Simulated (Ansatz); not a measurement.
# How many bands does the GW gap of MoTe2/MoTe2 (multilayer of trigonal-prismatic sheets) need?

Aim: see how the G0W0 gap of MoTe2/MoTe2 (multilayer of trigonal-prismatic sheets) on PBEsol moves with empty bands and screening cutoff, and what each rung costs.

Program: Ansatz 0.2.0. Level of theory: G0W0 on PBEsol, plane waves, PAW. Results are calculated unless marked as measured.

### Step 1. The starting structure

The cell holds 6 atoms: 2 Mo and 4 Te. Cell: a = 3.439 Å, b = 3.439 Å, c = 43.800 Å, α = 90.0°, β = 90.0°, γ = 120.0°. Regions: layer 1 (MoTe2), 3 atoms (1 Mo and 2 Te); layer 2 (MoTe2), 3 atoms (1 Mo and 2 Te). Vacuum lies along c.

As a file:

```cif
data_structure
_symmetry_space_group_name_H-M 'P 1'
_symmetry_Int_Tables_number 1
_cell_length_a 3.4388
_cell_length_b 3.4388
_cell_length_c 43.8000
_cell_angle_alpha 90.000
_cell_angle_beta 90.000
_cell_angle_gamma 120.000
_cell_volume 448.55
loop_
_atom_site_label
_atom_site_type_symbol
_atom_site_fract_x
_atom_site_fract_y
_atom_site_fract_z
_atom_site_occupancy
Mo1 Mo 0.33333 0.66667 0.42383 1
Te2 Te 0.66667 0.33333 0.46536 1
Te3 Te 0.66667 0.33333 0.38240 1
Mo4 Mo 0.66667 0.33333 0.57617 1
Te5 Te 0.33333 0.66667 0.61760 1
Te6 Te 0.33333 0.66667 0.53464 1
```

The structure was relaxed with PBEsol-D3(BJ). The runs that relaxed it are not among those shown. Spin-orbit coupling is left out unless a step names it. The default PAW set here is soft_2. Its files were made with PBE. The Coulomb interaction is cut off across the vacuum.

### Step 2. 238 empty bands, screening to 38 eV

G0W0 replaces the xc potential by the self-energy, built once from these orbitals. Only a window of levels is corrected, while the sums run over the empty bands that the input names.

input.yaml reads:

```yaml
crystal:
  lattice:
    - [3.4387698212, 0.0, 0.0]
    - [-1.7193849106, 2.9780620229, 0.0]
    - [0.0, 0.0, 43.8]
  atoms:
    - { symbol: Mo, position: [0.3333333333, 0.6666666667, 0.4238334462] }
    - { symbol: Te, position: [0.6666666667, 0.3333333333, 0.4653560059] }
    - { symbol: Te, position: [0.6666666667, 0.3333333333, 0.3824001195] }
    - { symbol: Mo, position: [0.6666666667, 0.3333333333, 0.5761665538] }
    - { symbol: Te, position: [0.3333333333, 0.6666666667, 0.6175998805] }
    - { symbol: Te, position: [0.3333333333, 0.6666666667, 0.5346439941] }
  periodic: [true, true, false]
kpoints:
  mp_grid: { grid: [9, 9, 1] }
hamiltonian:
  xc: pbesol
scf:
  occupations: { method: fixed }
gw:
  n_empty_bands: 238
  ecut_chi: 38
  qp_bands: [v2, c2]
  qp_kpoints: band_edges
  screening: { model: contour_deformation }
```

Run with:

```sh
> ansatz run input.yaml --threads 3 --pin off --max-ram 92160MiB --backend cuda --events-out ev --progress --plain --runs-dir out --devices 1 --max-vram 13GiB
```

Numbers of over 12 decimals in the logs are rounded to 6 here.

What it wrote:

```text
GPUs: using 1 of 1 available (devices: 1).
Engine: ansatz 0.2.0, x86_64-unknown-linux-gnu
Pseudopotentials: kind: paw
Pseudopotential: Mo, paw, valence charge 14, recommended cutoff 420 eV (normal), Mo.paw.azcp
Pseudopotential: Te, paw, valence charge 16, recommended cutoff 420 eV (normal), Te.paw.azcp
Functional definition: PBEsol
  exchange = pbesol_x
  correlation = pbesol_c
device memory: the entry about to start is reckoned to put 4.6 GiB on a device that reports 32.8 GiB free (of which the cap on the GPU budget leaves the run 13.0 GiB)
GPU FFT provider: cuFFT
GPU libraries: cuBLAS 13.8.2, cuFFT 12.4.0, cuSOLVER 12.3.4
Crystal: 6 atoms, lattice volume = 448.550 Å³
Basis set: ecut = 420 eV, 8715 PW (Γ)
Bands: 56, of which v1, the nominal top of the filled ones, is band 46 counted from 1 (45 counted from 0)
Symmetry: 12 space group operations
Space group: P-3m1 (ITA 164), of the structure as read, at distance tolerance 7.7e-5 Å
k-points: 12 of 81
Non-local potential: Mo, projectors of the file, l = 0: 3, l = 1: 2, l = 2: 2, l = 3: 1
Non-local potential: Te, projectors of the file, l = 0: 2, l = 1: 2, l = 2: 2, l = 3: 2
PAW form: soft (Blöchl's): semilocal exchange-correlation on the pseudo side does not see the compensation charge
PAW frozen core: Mo, regenerated for the run's functional, and the local potential with it (the file was generated under x = pbe(κ = 0.804, μ = 0.219515), c = pbe(β = 0.066725))
PAW frozen core: Te, regenerated for the run's functional, and the local potential with it (the file was generated under x = pbe(κ = 0.804, μ = 0.219515), c = pbe(β = 0.066725))
PAW one-centre angular grid: Mo, 590 points (default); XC on 64 Gauss nodes
PAW one-centre angular grid: Te, 590 points (default); XC on 64 Gauss nodes
Initial density: superposition of atomic densities (neutral atoms: chi_scale 0, normalization atom), corrected by the library's trained network
Initial wavefunctions: pseudopotential atomic-orbital guess
GPU buffer pool allocated for 172800 grid points (all kernels)
GPU transforms: local potential and band sums: pruned to the plane-wave sphere, on 24×24×300
Functional: x = pbesol(κ = 0.804, μ = 0.123457), c = pbesol(β = 0.046)
SCF iter   1: F=—  HF=-37402.564544 eV  |F-HF|=—  |Δ(HF+E_count)|=         —  Δρ=3.46e-3  dr2=1.17e-1  ethr=1.77e-3  ⟨swp⟩=7.5  Hψ=3049  notcnv=0  defer=87
preconditioner: auto → Resta (q_TF=auto, 2.095 Å⁻¹)  ε∞=2.9  [insulator: Δε(μ)=0.702 eV  Ē_g=7.620 eV  n_scr=28 (ndim 8)  ℏωp=10.5 eV  f_vac=0.675  ε∞_Penn≈2.9  vacuum switching on, ρ_ref=4.2e-3 e/Å³]
SCF iter   2: F=—  HF=-37402.576786 eV  |F-HF|=—  |Δ(HF+E_count)|=   1.22e-2  Δρ=2.42e-3  dr2=2.24e-1  ethr=1.27e-4  ⟨swp⟩=4.3  Hψ=1309  notcnv=0  defer=95
SCF iter   3: F=—  HF=-37402.561087 eV  |F-HF|=—  |Δ(HF+E_count)|=   1.57e-2  Δρ=1.26e-3  dr2=8.83e-3  ethr=1.27e-4  ⟨swp⟩=3.9  Hψ=963  notcnv=0  defer=96
SCF iter   4: F=—  HF=-37402.562256 eV  |F-HF|=—  |Δ(HF+E_count)|=   1.17e-3  Δρ=4.21e-4  dr2=2.30e-3  ethr=9.60e-6  ⟨swp⟩=3.8  Hψ=1209  notcnv=0  defer=96
SCF iter   5: F=—  HF=-37402.562141 eV  |F-HF|=—  |Δ(HF+E_count)|=   1.15e-4  Δρ=1.98e-4  dr2=3.01e-4  ethr=2.50e-6  ⟨swp⟩=3.1  Hψ=980  notcnv=0  defer=94
SCF iter   6: F=—  HF=-37402.562138 eV  |F-HF|=—  |Δ(HF+E_count)|=   3.52e-6  Δρ=5.94e-5  dr2=1.90e-5  ethr=3.27e-7  ⟨swp⟩=3.8  Hψ=1222  notcnv=0  defer=90
SCF iter   7: F=—  HF=-37402.562146 eV  |F-HF|=—  |Δ(HF+E_count)|=   8.68e-6  Δρ=1.91e-5  dr2=2.92e-6  ethr=2.06e-8  ⟨swp⟩=2.9  Hψ=1146  notcnv=0  defer=91
SCF iter   8: F=—  HF=-37402.562149 eV  |F-HF|=—  |Δ(HF+E_count)|=   2.49e-6  Δρ=5.15e-6  dr2=2.73e-7  ethr=3.17e-9  ⟨swp⟩=3.3  Hψ=1297  notcnv=0  defer=91
SCF iter   9: F=-37402.562149 eV  HF=-37402.562149 eV  |F-HF|=1.15e-9  |Δ(HF+E_count)|=   1.46e-7  Δρ=2.05e-6  dr2=2.25e-8  ethr=1.09e-10  ⟨swp⟩=23.1  Hψ=4087  notcnv=0
SCF 1 converged in 9 iterations: F = -37402.562149 eV  dr2 = 2.25e-8
  greatest PAW one-centre occupation: 0.999 electrons in one spin orbital (limit 2), on the Mo atom at site 3 (counted from 0), in its partial waves of l = 0
device memory: the entry about to start is reckoned to put 5.6 GiB (of the 5.7 GiB reckoned in all, the device holds 0.1 GiB already) on a device that reports 35.0 GiB free (of which the cap on the GPU budget leaves the run 12.9 GiB)
NSCF: frozen V_eff on 12 k-points
the band table was solved once the SCF had ended and its energy, with any forces and stress, was formed, with the checks that follow a solve (3657 applications of the Hamiltonian). They found nothing against the state; the energy, forces and stress were not computed again (output.eigenvalues in the input reference)
device memory: the entry about to start is reckoned to put 5.3 GiB on a device that reports 31.3 GiB free (of which the cap on the GPU budget leaves the run 13.0 GiB)
NSCF: frozen V_eff on 12 k-points
G₀W₀ screening: q 1/12
[... further progress lines ...]
device memory: the entry about to start is reckoned to put 1.4 GiB on a device that reports 28.9 GiB free (of which the cap on the GPU budget leaves the run 13.0 GiB)
NSCF: frozen V_eff on 1 k-points
SCF converged after 9 iterations
Free energy (F): -37402.562149 eV
Harris-Foulkes:  -37402.562149 eV  (|F-HF|=1.15e-9)
Internal energy: -37402.562149 eV  (E = F + TS)
E sigma→0 (E₀):  -37402.562149 eV
Fermi energy:    -4.586230 eV
--- Per-component energies (eV) ---
  E_band       = -2725.514614
  E_kinetic    = 1615.985189
  E_local      = -506847.673946  (includes V_loc(G=0)·N_el)
  E_nonlocal   = -938.908608
  E_hartree    = 253069.538083
  E_xc         = -862.723485
  E_vxc        = -879.513702  (∫ρ·V_xc dr)
  E_paw        = -24628.894004  (= ΣΔE_a)
  E_vpaw       = -1814.415172  (= ΣTr[D̂ρ^β])
  E_aug_tail   = -0.000620  (compensation charges beyond the density's cutoff)
  E_ewald      = 241188.197382
  E_core_change = 1.917859  (= ΣΔE_core)
  E_smearing   = -0.000000  (= −TS)
  E_closure    = 0.000000  (closes the sum)
  Σ components = -37402.562149   (vs F -37402.562149, Δ=0.00e0)
--- Band table (eV; the first three rows and the last of 12) ---
  k-point 0: bands = [... 42 lower, -5.6627, -5.6301, -5.6301, -4.5862, -1.6038 (-1.6038°), -1.6038 (-1.6038°), -1.4205 (-1.4205°), -1.4205 (-1.4205°), ... 6 higher]
  k-point 1: bands = [... 42 lower, -5.8122, -5.6156, -5.5909, -4.7125, -2.2119, -2.1401, -2.1062, -2.0000, ... 6 higher]
  k-point 2: bands = [... 42 lower, -5.8563, -5.8557, -5.7768, -5.4848, -3.2697, -3.0337, -2.6124, -2.5305, ... 6 higher]
  k-point 11: bands = [... 42 lower, -6.7037, -6.7037, -5.0419, -4.8121, -3.5493, -3.5493, -3.5223, -2.7950, ... 6 higher]
  ° read free of the cell's end (the report's vacuum.weakly_bound_levels)
--- G₀W₀: contour deformation, 7 samples at zero and on the imaginary axis and 2 off it, 81 q-points, 238 empty bands' worth ---
  eigenvalues of the whole cell's RPA ε∞ on this k-mesh (on a slab, of 1 + 4πα/V) = 1.2819, 7.0436, 7.0436; static W/v taken at q = 0 is 0.297992
  bands read: the sum over 284 bands ends inside a degenerate multiplet in 1 slot, whose members it reads at an even weight; the widest, k=0: bands 284 to 285 (counted from 1) at 1/2 each
  gw.qp_kpoints: band_edges: 10 of 12 stored k-points solved, in 1 pass; an edge of the gap read off the rows below is read off those points alone
    valence top: of the k-points left out ik 5 came nearest to being solved in a further pass, in band 46 (counted from 1, as in the quasiparticle table): it holds the edge there only if its correction is more favourable than any solved in that band by at least 0.471 eV; those differ by 0.205 eV
    conduction bottom: of the k-points left out ik 2 came nearest to being solved in a further pass, in band 47 (counted from 1, as in the quasiparticle table): it holds the edge there only if its correction is more favourable than any solved in that band by at least 0.565 eV; those differ by 0.207 eV
    ik  band        ε_KS         Σx   Σc(E_QP)       V_xc       Z   E_QP_lin       E_QP  E_QP is
     0    45     -5.6301   -19.9481     1.3415   -19.2449  0.7266    -5.0003    -4.9919  root
     0    46     -4.5862   -18.0476     0.8402   -17.7191  0.7421    -4.0788    -4.0745  root
     0    47     -1.6038   -12.7165    -3.4766   -17.0659  0.7287    -0.7022    -0.7310  root
     0    48     -1.6038   -12.7165    -3.4766   -17.0659  0.7287    -0.7022    -0.7310  root
     1    45     -5.5909   -18.0161     1.3943   -17.0262  0.7298    -5.1903    -5.1865  root
     1    46     -4.7125   -17.7301     0.9906   -17.1984  0.7470    -4.2573    -4.2536  root
     1    47     -2.2119   -12.9976    -3.4692   -17.3622  0.7323    -1.2853    -1.3165  root
     1    48     -2.1401   -12.6461    -3.4924   -17.0138  0.7258    -1.2319    -1.2648  root
     3    45     -5.4428   -17.9758     1.4728   -16.9180  0.7317    -5.0321    -5.0278  root
     3    46     -5.3026   -18.2670     1.3488   -17.3840  0.7315    -4.8417    -4.8368  root
     3    47     -3.4864   -13.9695    -3.4640   -18.3444  0.7232    -2.5421    -2.5755  root
     3    48     -3.1629   -13.7411    -3.6132   -18.2533  0.7189    -2.2261    -2.2639  root
     4    45     -5.1728   -16.7512     1.3899   -15.6681  0.7489    -4.8682    -4.8661  root
     4    46     -4.9110   -17.1018     1.2519   -16.2216  0.7503    -4.5420    -4.5392  root
     4    47     -3.2458   -16.0296    -3.5835   -20.6644  0.7074    -2.1420    -2.1946  root
     4    48     -3.1852   -14.4532    -3.8318   -19.2355  0.7107    -2.1900    -2.2347  root
     6    45     -5.4867   -18.7709     1.3945   -17.8826  0.7166    -4.9868    -4.9804  root
     6    46     -5.3508   -18.8452     1.3248   -18.0469  0.7213    -4.8308    -4.8244  root
     6    47     -3.7633   -13.4031    -3.0129   -17.2599  0.7357    -2.8979    -2.9195  root
     6    48     -3.3146   -13.3545    -3.2864   -17.5103  0.7294    -2.4146    -2.4452  root
     7    45     -5.2809   -17.6180     1.1965   -16.8475  0.7276    -4.8591    -4.8549  root
     7    46     -5.1157   -17.8168     1.1661   -17.1043  0.7319    -4.6663    -4.6620  root
     7    47     -3.6198   -14.2143    -3.2679   -18.3933  0.7253    -2.6782    -2.7088  root
     7    48     -3.1926   -14.3256    -3.4486   -18.6985  0.7184    -2.2291    -2.2683  root
[...]
10    45     -5.2064   -17.5877     0.9185   -17.1407  0.7197    -4.7398    -4.7350  root
    10    46     -4.9951   -18.0234     0.8086   -17.7476  0.7214    -4.4677    -4.4622  root
    10    47     -3.4930   -14.7327    -3.3929   -19.0706  0.7198    -2.5117    -2.5480  root
    10    48     -3.2562   -15.3239    -3.6724   -19.9900  0.7091    -2.2142    -2.2625  root
    11    45     -5.0419   -17.6734     0.7325   -17.4452  0.7193    -4.5425    -4.5376  root
    11    46     -4.8121   -18.1853     0.6019   -18.1598  0.7197    -4.2412    -4.2357  root
    11    47     -3.5493   -15.3820    -3.4738   -19.8557  0.7143    -2.5086    -2.5495  root
    11    48     -3.5493   -15.3820    -3.4738   -19.8557  0.7143    -2.5086    -2.5495  root
```

Wall time 95 s (1 × NVIDIA H100 80GB HBM3 (shared by 6 runs) with 3 threads of AMD EPYC 7R13 (Zen 3), shared host); peak memory 1.9 GiB; 2.7 min of CPU time.

Numbers from this step:

- bands summed: 284
- plane waves in the screening matrix: 243
- q-points in the mesh: 81
- G0W0 gap on the mesh: 1.083 eV
- k of the valence top: 0, 0, 0
- k of the conduction bottom: 0.2222, 0.2222, 0
- starting gap on the mesh: 0.7376 eV
- Z at the valence top: 0.7421
- Z at the conduction bottom: 0.7332
- least direct G0W0 gap on the computed points: 1.678 eV

The gap on the mesh goes from 0.74 eV to 1.08 eV, a correction of +0.35 eV. Between the two edge states, bare exchange in place of the xc potential would open the gap by 4.19 eV, and correlation takes back 3.85 eV.

### Step 3. 596 empty bands, screening to 70 eV

Bands and screening cutoff are moved together, since each hides the error of the other.

Edit input.yaml of step 2 so:

```diff
@@ -19,5 +19,6 @@
   occupations: { method: fixed }
+  convergence: { dr2_threshold: 1.0e-10 }
 gw:
-  n_empty_bands: 238
-  ecut_chi: 38
+  n_empty_bands: 596
+  ecut_chi: 70.0
   qp_bands: [v2, c2]
```

What it wrote:

```text
GPUs: using 1 of 1 available (devices: 1).
[...]
GPU FFT provider: cuFFT
GPU libraries: cuBLAS 13.8.2, cuFFT 12.4.0, cuSOLVER 12.3.4
Crystal: 6 atoms, lattice volume = 448.550 Å³
Basis set: ecut = 420 eV, 8715 PW (Γ)
Bands: 56, of which v1, the nominal top of the filled ones, is band 46 counted from 1 (45 counted from 0)
[... 1 set-up line as in the run before ...]
[...]
k-points: 12 of 81
[...]
GPU buffer pool allocated for 172800 grid points (all kernels)
[...]
SCF iter   1: F=—  HF=-37402.564544 eV  |F-HF|=—  |Δ(HF+E_count)|=         —  Δρ=3.46e-3  dr2=1.17e-1  ethr=1.77e-3  ⟨swp⟩=7.5  Hψ=3049  notcnv=0  defer=87
[...]
SCF iter  13: F=-37402.562149 eV  HF=-37402.562149 eV  |F-HF|=3.49e-10  |Δ(HF+E_count)|=  1.60e-10  Δρ=2.99e-8  dr2=1.57e-11  ethr=1.00e-12  ⟨swp⟩=2.2  Hψ=1460  notcnv=0
SCF 1 converged in 13 iterations: F = -37402.562149 eV  dr2 = 1.57e-11
[...]
NSCF: frozen V_eff on 12 k-points
[...]
WARN: eigensolver did not converge (k=0): 2 band(s) unlocked after 6 eigensolves, warm-restarted (20 sweeps on the last) at ethr=1.04e-11 eV (storage-precision floor; scheduled 1.00e-12 eV) (lowest unlocked band 645, counted from 0; max residual 7.00e-4 eV among the unlocked bands, 7.00e-4 eV over every band; other slots of this pass that fall short are told together in one closing line; warning suppressed until the next SCF loop or pass starts)
G₀W₀ screening: q 1/12
[... further progress lines ...]
[...]
SCF converged after 13 iterations
Free energy (F): -37402.562149 eV
[...]
° read free of the cell's end (the report's vacuum.weakly_bound_levels)
[...]
band pass: the eigensolver left bands unlocked in 1 slot; of largest residual, k=0: 1 band unlocked, the lowest band 646 (counted from 1), max residual 7.00e-4 eV over all its bands; `*` marks the rows of those k-points, and any row can be off: every row's sums read bands of every k-point
[...]
0    45     -5.6298   -19.9481     0.9697   -19.2449  0.7190    -5.3649    -5.3633  root *
     0    46     -4.5859   -18.0475     0.4608   -17.7191  0.7347    -4.4539    -4.4535  root *
     0    47     -1.6034   -12.7165    -3.8634   -17.0659  0.7195    -1.1085    -1.1175  root *
     0    48     -1.6034   -12.7165    -3.8634   -17.0659  0.7195    -1.1085    -1.1175  root *
     1    45     -5.5905   -18.0161     1.0609   -17.0261  0.7229    -5.5196    -5.5195  root
     1    46     -4.7122   -17.7301     0.6107   -17.1984  0.7399    -4.6333    -4.6331  root
     1    47     -2.2116   -12.9976    -3.8249   -17.3622  0.7244    -1.6617    -1.6719  root
     1    48     -2.1398   -12.6461    -3.8422   -17.0138  0.7180    -1.6032    -1.6144  root
     3    45     -5.4425   -17.9758     1.1130   -16.9179  0.7244    -5.3874    -5.3872  root
     3    46     -5.3023   -18.2669     0.9826   -17.3840  0.7240    -5.2029    -5.2027  root
     3    47     -3.4860   -13.9694    -3.7794   -18.3443  0.7156    -2.8781    -2.8905  root
     3    48     -3.1626   -13.7411    -3.9285   -18.2533  0.7111    -2.5648    -2.5789  root
[...]
11    45     -5.0415   -17.6734     0.4209   -17.4451  0.7122    -4.8497    -4.8489  root
    11    46     -4.8118   -18.1853     0.2667   -18.1598  0.7120    -4.5717    -4.5706  root
    11    47     -3.5490   -15.3820    -3.8123   -19.8557  0.7056    -2.8724    -2.8876  root
    11    48     -3.5490   -15.3820    -3.8123   -19.8557  0.7056    -2.8724    -2.8876  root
[key lines of the parts left out:]
Fermi energy:    -4.585876 eV
```

Wall time 5.2 min (1 × NVIDIA H100 80GB HBM3 (shared by 6 runs) with 3 threads); peak memory 3.3 GiB; 9.2 min of CPU time.

This step gave:

* bands summed: 642
* plane waves in the screening matrix: 629
* q-points in the mesh: 81
* G0W0 gap on the mesh: 1.153 eV
* k of the valence top: 0, 0, 0
* k of the conduction bottom: 0.2222, 0.2222, 0
* starting gap on the mesh: 0.7376 eV
* Z at the valence top: 0.7347
* Z at the conduction bottom: 0.7261
* least direct G0W0 gap on the computed points: 1.683 eV

Against the run with 9×9×1 mesh, 238 empty bands, screening to 38 eV, the gap moves by +0.07 eV.

### Step 4. The runs together

Times are wall times on 1 × NVIDIA H100 80GB HBM3 (shared by 6 runs) with 3 threads of AMD EPYC 7R13 (Zen 3), shared host, good to a factor of about two.

```tsv
mesh	files	frequency	bands summed	cutoff (eV)	start (eV)	G0W0 (eV)	time	host memory (GiB)
9×9×1	default PAW	contour deformation	284	38	0.738	1.083	95 s	1.9
9×9×1	default PAW	contour deformation	642	70	0.738	1.153	5.2 min	3.3
```

The parts of the quasiparticle energy at the two band edges (eV; QP = start + Σx + Σc − Vxc):

```tsv
run	edge	start	Σx	Σc	Vxc	Z	QP
284 bands	valence top	-4.59	-18.05	0.84	-17.72	0.74	-4.07
284 bands	conduction bottom	-3.85	-13.78	-3.01	-17.64	0.73	-2.99
642 bands	valence top	-4.59	-18.05	0.46	-17.72	0.73	-4.45
642 bands	conduction bottom	-3.85	-13.78	-3.31	-17.64	0.73	-3.30
```

### Step 5. Summary of results

```
284 bands, 38 eV                    : 1.083 eV
642 bands, 70 eV                    : 1.153 eV
estimated limit in bands and cutoff : 1.21 eV
mesh and start                      : 9×9×1, PBEsol
```

What this shows: A line in one over the bands through the two rungs gives 1.21 eV, +0.06 eV from the top rung; with two points alone it is an unchecked estimate. The rungs stand 0.13 eV (284 bands) and 0.06 eV (642 bands) from it. From 284 to 642 bands the gap moves by +0.07 eV while the time grows 3.3-fold. Σc changes by −0.38 eV at the valence top and −0.31 eV at the conduction bottom, so the levels themselves move more than the gap between them. The 9×9×1 mesh misses a band edge: over a band path and its finer mesh (run apart) the PBEsol gap is 0.65 eV, so the G0W0 gap over the zone may lie about 0.09 eV below its value on the mesh. The mesh in the plane is coarse for a sheet; gap and any exciton binding can still move on denser ones. The many-body steps are scalar-relativistic: spin-orbit coupling is not in them.

[Paths, hosts, dates, memory and timing lines, banners, echoed tables and standing remarks are left out of the program output.]

[Logs are printed without paths, hosts, clocks, repeated set-up lines and the standing remarks that a program may print on its own settings, such as how far it seeks lower states.]

[Runs of the session that timed out or met a known fault of the program may be left out.]

[Cells called generated may have been cut or substituted from an entry of the Crystallography Open Database or the Materials Project.]

[Hosts, paths, dates, database ids (printed as entryN), source tags and the programs' standing remarks are cut or masked in the printed files.]
